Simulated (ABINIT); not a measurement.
NbP:

```
Nb P
1.0
    -1.67492    1.67492    5.74011
     1.67492   -1.67492    5.74011
     1.67492    1.67492   -5.74011
Nb P
2 2
Direct
  0.24988 0.74988 0.50000
  0.49988 0.49988 0.00000
  0.83275 0.33275 0.50000
  0.08275 0.08275 0.00000
```

The cell is a database's computed one.

Base run:

```yaml
Program: ABINIT 10.8.3 (patched build)
Functional: PBE
Potentials_or_basis: SG15 NC PBE v1.2
Cutoff: 1116 eV
k_mesh: 8 × 8 × 8
Occupations: fermi-dirac, width 0.05 eV
Spin: no spin polarisation
```

Its results: band gap on the k mesh none (metal or under the smearing width); pressure -1.1 GPa; largest force 0.018 eV/Å.

Question: The run is repeated on the same cell with these changes: functional from PBE to BLYP; potentials or basis from SG15 NC PBE v1.2 to Ansatz PAW PBE default generated set, frozen core; cutoff from 1116 eV to 419 eV. What comes out?

Answer: Band gap on the k mesh none (metal or under the smearing width); pressure 7.7 GPa; largest force 0.010 eV/Å.

Caveats: the PAW data sets were made with another functional, which shifts forces and pressure a little (some runs); the atomic spheres overlap (some runs).
